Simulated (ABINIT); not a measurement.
# KBr (Fm-3m): changed settings of a GW run in ABINIT

Aim: change inputs of a GW run on KBr (Fm-3m) and see what moves.

Program: ABINIT 10.8.3. Level of theory: PBE and many-body steps on it, plane waves. Results are calculated unless marked as measured.

## (1) Set-up

It takes space group Fm-3m (No. 225, cubic). The conventional cell has a = 6.600 Å, b = 6.600 Å, c = 6.600 Å, α = 90.00°, β = 90.00°, γ = 90.00°. K has 6 Br at 3.30 Å nearest. Br has 6 K at 3.30 Å nearest. Farther neighbours and most contacts between anions are not listed.

The cell and positions come from the Crystallography Open Database and are kept as given unless a step says otherwise.

## (2) Screening, 4×4×4 mesh, 442 bands, screening to 266.7 eV

This step: ABINIT 10.8.3; RPA screening on PBE, plane waves, norm-conserving pseudopotentials.

The RPA dielectric matrix is built and inverted for each q.

The input, run.abi:

```
acell 3*1.0 Angstrom
rprim 
  0.000000000000 3.300000000000 3.300000000000
  3.300000000000 0.000000000000 3.300000000000
  3.300000000000 3.300000000000 0.000000000000
ntypat 2
znucl 19 35
natom 2
typat 1 2
xred 
  0.000000000000 0.000000000000 0.000000000000
  0.500000000000 0.500000000000 0.500000000000
pp_dirpath "pseudos"
pseudos "K.upf, Br.upf"
ecut 33
ngkpt 4 4 4
nshiftk 1
shiftk 0 0 0
kptopt 1
chksymbreak 0
istwfk *1
occopt 1
irdwfk 1
optdriver 3
nband 442
ecuteps 9.8
inclvkb 2
awtr 1
symchi 1
indata_prefix "in"
outdata_prefix "out"
tmpdata_prefix "tmp"
```

Command:

```sh
$ OMP_NUM_THREADS=1 mpirun -n 4 abinit run.abi > log
```

Log:

```text
.Version 10.8.3 of ABINIT. v10.8.2 released Aug 2026.

 Symmetries : space group Fm -3 m (#225); Bravais cF (face-center cubic)
[... echo of the input left out ...]
== DATASET  1 ==================================================================
-   mpi_nproc: 4, omp_nthreads: 1 (-1 if OMP is not activated)

--- !DatasetInfo
iteration_state: {dtset: 1, }
dimensions: {natom: 2, nkpt: 8, mband: 442, nsppol: 1, nspinor: 1, nspden: 1, mpw: 4477, }
cutoff_energies: {ecut:  33.0, pawecutdg:  -1.0, }
electrons: {nelect:   1.60000000E+01, charge:   0.00000000E+00, occopt:   1.00000000E+00, tsmear:   1.00000000E-02, }

 SCREENING: Calculation of the susceptibility and dielectric matrices

 Based on a program developped by R.W. Godby, V. Olevano, G. Onida, and L. Reining.
 Incorporated in ABINIT by V. Olevano, G.-M. Rignanese, and M. Torrent.
.Using double precision arithmetic ; gwpc =  8

[... cell and pseudopotentials left out ...]
--------------------------------------------------------------------------------

 ==== K-mesh for the wavefunctions ====
 Number of points in the irreducible wedge :     8
[... list of points left out ...]
 Together with 48 symmetry operations and time-reversal symmetry
 yields    64 points in the full Brillouin Zone.

 ==== Q-mesh for the screening function ====
 Number of points in the irreducible wedge :     8
[... list of points left out ...]
 Together with 48 symmetry operations and time-reversal symmetry
 yields    64 points in the full Brillouin Zone.

 setmesh: FFT mesh size selected  =    36x   36x   36
          total number of points  =        46656

 vcoul_init : cutoff-mode = AUXILIARY_FUNCTION
 q-points for optical limit:   1
     1)      0.000010    0.000020    0.000030

- screening: taking advantage of time-reversal symmetry
- Maximum band index for partially occupied states nbvw = 8
- Remaining bands to be divided among processors   nbcw = 434
- Number of bands treated by each node ~108

 Number of electrons calculated from density =   16.0000; Expected =   16.0000
 average of density, n =  0.032988
 r_s =    1.9343
 omega_plasma =   17.5199 [eV]

 calculating chi0 at frequencies [eV] :
  1    0.000000E+00    0.000000E+00
  2    0.000000E+00    1.751989E+01

--------------------------------------------------------------------------------
  q-point number  1        q = ( 0.000000, 0.000000, 0.000000) [r.l.u.]
--------------------------------------------------------------------------------
[... chi0 elements left out ...]
 For q-point:  0.000010 0.000020 0.000030
  dielectric constant =   2.3738
  dielectric constant without local fields =   2.8543

  Average fulfillment of the sum rule on Im[epsilon] for q-point    1 :     91.26  [%]
[... wings left out ...]
  q-point number  2        q = ( 0.250000, 0.000000, 0.000000) [r.l.u.]
--------------------------------------------------------------------------------
[... chi0 elements left out ...]
  Average fulfillment of the sum rule on Im[epsilon] for q-point    2 :     93.19  [%]

 [... 6 further q-points ...]
```

Run time: 6.1 min. Hardware: 4 MPI ranks of Arm Neoverse V1, shared host; peak memory 3.5 GiB; 24 min of CPU time.

Numbers from this step:

| Property | Result |
| --- | --- |
| ε∞ with local fields, on this mesh, along the program's q direction | 2.374 |
| the same without local fields | 2.854 |
| plasma frequency | 17.52 eV |
| plane waves in the screening matrix | 725 |

Local fields lower ε∞ by 17 %.

## (3) Base

The self-energy is evaluated for the states that the input lists, and the levels follow from it, in one-shot runs by the linearised quasiparticle equation.

This step: G0W0 on PBE, plane waves, norm-conserving pseudopotentials.

Changes to run.abi since step 2:

```diff
@@ -23,8 +23,15 @@
 irdwfk 1
-optdriver 3
+optdriver 4
 nband 442
+gwcalctyp 0
+ecutsigx 33
+symsigma 1
+nkptgw 1
+kptgw 
+  0.0000000000 0.0000000000 0.0000000000
+bdgw 
+  6 12
 ecuteps 9.8
-inclvkb 2
-awtr 1
-symchi 1
+irdscr 1
+ppmodel 1
 indata_prefix "in"
```

Log:

```text
.Version 10.8.3 of ABINIT. v10.8.2 released Aug 2026.

 Symmetries : space group Fm -3 m (#225); Bravais cF (face-center cubic)
[... echo of the input left out ...]
== DATASET  1 ==================================================================
-   mpi_nproc: 4, omp_nthreads: 1 (-1 if OMP is not activated)

--- !DatasetInfo
iteration_state: {dtset: 1, }
dimensions: {natom: 2, nkpt: 8, mband: 442, nsppol: 1, nspinor: 1, nspden: 1, mpw: 4477, }
cutoff_energies: {ecut:  33.0, pawecutdg:  -1.0, }
electrons: {nelect:   1.60000000E+01, charge:   0.00000000E+00, occopt:   1.00000000E+00, tsmear:   1.00000000E-02, }

 SIGMA: Calculation of the GW corrections

 Based on a program developped by R.W. Godby, V. Olevano, G. Onida, and L. Reining.
 Incorporated in ABINIT by V. Olevano, G.-M. Rignanese, and M. Torrent.
.Using double precision arithmetic ; gwpc =  8

[... cell and pseudopotentials left out ...]
--------------------------------------------------------------------------------

 ==== K-mesh for the wavefunctions ====
 Number of points in the irreducible wedge :     8
[... list of points left out ...]
 Together with 48 symmetry operations and time-reversal symmetry
 yields    64 points in the full Brillouin Zone.

 ==== Q-mesh for screening function ====
 Number of points in the irreducible wedge :     8
[... list of points left out ...]
 Together with 48 symmetry operations and time-reversal symmetry
 yields    64 points in the full Brillouin Zone.

 vcoul_init : cutoff-mode = AUXILIARY_FUNCTION
 q-points for optical limit:   1
     1)      0.000010    0.000020    0.000030
 setmesh: FFT mesh size selected  =    45x   45x   45
          total number of points  =        91125

 Number of electrons calculated from density =   16.0000; Expected =   16.0000
 average of density, n =  0.032988
 r_s =    1.9343
 omega_plasma =   17.5199 [eV]

 === KS Band Gaps ===
  >>>> For spin  1
   Minimum direct gap =   4.4359 [eV], located at k-point      :   0.0000  0.0000  0.0000
   Fundamental gap    =   4.4359 [eV], Top of valence bands at :   0.0000  0.0000  0.0000
                                       Bottom of conduction at :   0.0000  0.0000  0.0000
 SIGMA fundamental parameters:
 PLASMON POLE MODEL  1
 number of plane-waves for SigmaX                 4477
 number of plane-waves for SigmaC and W            725
 number of plane-waves for wavefunctions          4477
 number of bands                                   442
 number of independent spin polarizations            1
 number of spinorial components                      1
 number of k-points in IBZ                           8
 number of q-points in IBZ                           8
 number of symmetry operations                      48
 number of k-points in BZ                           64
 number of q-points in BZ                           64
 number of frequencies for dSigma/dE                 9
 frequency step for dSigma/dE [eV]                0.25
 number of omega for Sigma on real axis              0
 max omega for Sigma on real axis  [eV]           0.00
 zcut for avoiding poles [eV]                     0.10

 EPSILON^-1 parameters (SCR file):
 dimension of the eps^-1 matrix on file            725
 dimension of the eps^-1 matrix used               725
 number of plane-waves for wavefunctions          4477
 number of bands                                   442
 number of q-points in IBZ                           8
 number of frequencies                               2
 number of real frequencies                          1
 number of imag frequencies                          1

 matrix elements of self-energy operator (all in [eV])

 Perturbative Calculation

--- !SelfEnergy_ee
iteration_state: {dtset: 1, }
kpoint     : [   0.000,    0.000,    0.000, ]
spin       : 1
KS_gap     :    4.436
QP_gap     :    7.006
Delta_QP_KS:    2.570
data: !SigmaeeData |
     Band     E0 <VxcDFT>   SigX SigC(E0)      Z dSigC/dE  Sig(E)    E-E0       E
        6  -0.010 -12.760 -16.565   1.343   0.813  -0.230 -14.762  -2.002  -2.011
        7  -0.010 -12.760 -16.565   1.343   0.813  -0.230 -14.762  -2.002  -2.011
        8  -0.010 -12.760 -16.565   1.343   0.813  -0.230 -14.762  -2.002  -2.011
        9   4.426  -6.661  -3.089  -2.914   0.864  -0.157  -6.093   0.568   4.994
       10   7.598  -8.409  -3.762  -3.140   0.858  -0.165  -7.116   1.293   8.892
       11   7.598  -8.409  -3.762  -3.140   0.858  -0.165  -7.116   1.293   8.892
       12   7.598  -8.409  -3.762  -3.140   0.858  -0.165  -7.116   1.293   8.892

== END DATASET(S) ==============================================================
================================================================================

 -outvars: echo values of variables after computation  --------
           etotal      0.0000000000E+00
            nband         442
             nkpt           8
          spgroup         225
 [... the other variables as echoed above ...]

 Calculation completed.
```

The job ended after 2.6 min (4 MPI ranks; peak memory 4.2 GiB; 10 min of CPU time).

Numbers from this step:

```
G0W0 gap on the points computed              : 7.005 eV
starting gap on the mesh                     : 4.436 eV
k of the valence top                         : 0, 0, 0
k of the conduction bottom                   : 0, 0, 0
Z at the valence top                         : 0.813
Z at the conduction bottom                   : 0.864
least direct G0W0 gap on the computed points : 7.005 eV
```

The gap on the mesh goes from 4.44 eV to 7.00 eV, a correction of +2.57 eV.

## (4) Coulomb singularity

Changes to run.abi since step 3:

```diff
@@ -36,2 +36,3 @@
 ppmodel 1
+gw_icutcoul 7
 indata_prefix "in"
```

Log:

```text
.Version 10.8.3 of ABINIT. v10.8.2 released Aug 2026.

 Symmetries : space group Fm -3 m (#225); Bravais cF (face-center cubic)
[... echo of the input left out ...]
== DATASET  1 ==================================================================
-   mpi_nproc: 4, omp_nthreads: 1 (-1 if OMP is not activated)

--- !DatasetInfo
iteration_state: {dtset: 1, }
dimensions: {natom: 2, nkpt: 8, mband: 442, nsppol: 1, nspinor: 1, nspden: 1, mpw: 4477, }
cutoff_energies: {ecut:  33.0, pawecutdg:  -1.0, }
electrons: {nelect:   1.60000000E+01, charge:   0.00000000E+00, occopt:   1.00000000E+00, tsmear:   1.00000000E-02, }

 SIGMA: Calculation of the GW corrections

 Based on a program developped by R.W. Godby, V. Olevano, G. Onida, and L. Reining.
 Incorporated in ABINIT by V. Olevano, G.-M. Rignanese, and M. Torrent.
.Using double precision arithmetic ; gwpc =  8

[... cell and pseudopotentials left out ...]
--------------------------------------------------------------------------------

 ==== K-mesh for the wavefunctions ====
 Number of points in the irreducible wedge :     8
[... list of points left out ...]
 Together with 48 symmetry operations and time-reversal symmetry
 yields    64 points in the full Brillouin Zone.

 ==== Q-mesh for screening function ====
 Number of points in the irreducible wedge :     8
[... list of points left out ...]
 Together with 48 symmetry operations and time-reversal symmetry
 yields    64 points in the full Brillouin Zone.

 vcoul_init : cutoff-mode = AUX_GB
 q-points for optical limit:   1
     1)      0.000010    0.000020    0.000030
 setmesh: FFT mesh size selected  =    45x   45x   45
          total number of points  =        91125

 Number of electrons calculated from density =   16.0000; Expected =   16.0000
[...]
number of q-points in BZ                           64
 number of frequencies for dSigma/dE                 9
 frequency step for dSigma/dE [eV]                0.25
 number of omega for Sigma on real axis              0
 max omega for Sigma on real axis  [eV]           0.00
 zcut for avoiding poles [eV]                     0.10

 EPSILON^-1 parameters (SCR file):
 dimension of the eps^-1 matrix on file            725
 dimension of the eps^-1 matrix used               725
 number of plane-waves for wavefunctions          4477
 number of bands                                   442
 number of q-points in IBZ                           8
 number of frequencies                               2
 number of real frequencies                          1
 number of imag frequencies                          1

 matrix elements of self-energy operator (all in [eV])

 Perturbative Calculation

--- !SelfEnergy_ee
iteration_state: {dtset: 1, }
kpoint     : [   0.000,    0.000,    0.000, ]
spin       : 1
KS_gap     :    4.436
QP_gap     :    7.020
Delta_QP_KS:    2.584
data: !SigmaeeData |
     Band     E0 <VxcDFT>   SigX SigC(E0)      Z dSigC/dE  Sig(E)    E-E0       E
        6  -0.010 -12.760 -16.614   1.357   0.813  -0.231 -14.789  -2.029  -2.038
        7  -0.010 -12.760 -16.614   1.357   0.813  -0.231 -14.789  -2.029  -2.038
        8  -0.010 -12.760 -16.614   1.357   0.813  -0.231 -14.789  -2.029  -2.038
        9   4.426  -6.661  -3.089  -2.929   0.864  -0.158  -6.105   0.555   4.981
       10   7.598  -8.409  -3.762  -3.155   0.858  -0.166  -7.129   1.280   8.879
       11   7.598  -8.409  -3.762  -3.155   0.858  -0.166  -7.129   1.280   8.879
       12   7.598  -8.409  -3.762  -3.155   0.858  -0.166  -7.129   1.280   8.879

== END DATASET(S) ==============================================================
================================================================================

 -outvars: echo values of variables after computation  --------
           etotal      0.0000000000E+00
            nband         442
             nkpt           8
          spgroup         225
 [... the other variables as echoed above ...]

 Calculation completed.
```

The job ended after 2.6 min (4 MPI ranks; peak memory 4.2 GiB).

This step gave:

* G0W0 gap on the points computed: 7.019 eV
* starting gap on the mesh: 4.436 eV
* k of the valence top: 0, 0, 0
* k of the conduction bottom: 0, 0, 0
* Z at the valence top: 0.813
* Z at the conduction bottom: 0.864
* least direct G0W0 gap on the computed points: 7.019 eV

Against G0W0 in ABINIT (4×4×4 mesh, 442 bands, screening to 266.7 eV, Godby-Needs plasmon pole), the gap moves by +0.014 eV.

## (5) The runs together

Times are wall times on 4 MPI ranks of Arm Neoverse V1, shared host, good to a factor of about two. A run's time includes the screening step that it read.

```
                run   mesh  bands  screening cutoff (eV)  DFT gap (eV)  gap on the mesh (eV)  direct (eV)  ε∞ used     time
               base  4×4×4    442                  266.7         4.436                 7.005        7.005     2.37  8.7 min
Coulomb singularity  4×4×4    442                  266.7         4.436                 7.019        7.019     2.37  8.7 min
```

## (6) Outcome

| Item | Value |
| --- | --- |
| base | 7.005 eV |
| Coulomb singularity | 7.019 eV |
| known limits | not at the basis limit; no spin-orbit coupling |

Coulomb singularity: +0.014 eV against base (keys changed: gw_icutcoul). Bands and cutoff are finite, so the gap is not at the basis limit. The miss can reach some tenths of an eV and take either sign; the mesh is an error of its own. In the G0W0 runs levels were corrected at 1 k point alone, so a gap called «on the mesh» is the least over those, and an edge elsewhere would be missed. The many-body steps are scalar-relativistic: spin-orbit coupling is not in them.

[Paths, hosts, dates, memory and timing lines, banners, echoed tables and standing remarks are left out of the program output.]

[Logs are printed without paths, hosts, clocks, repeated set-up lines and the standing remarks that a program may print on its own settings, such as how far it seeks lower states.]

[Runs of the session that timed out or met a known fault of the program may be left out.]

[Hosts, paths, dates, database ids (printed as entryN), source tags and the programs' standing remarks are cut or masked in the printed files.]

[G0W0 gaps are taken among the corrected bands and points alone; a level outside them can change the order at an edge.]

[Where Ansatz stands beside ABINIT at settings called matched, ABINIT's density can come from a denser mesh and the files from another edition; pairs whose starting gaps differed by over 0.03 eV were left out, so agreement reads better than it is.]
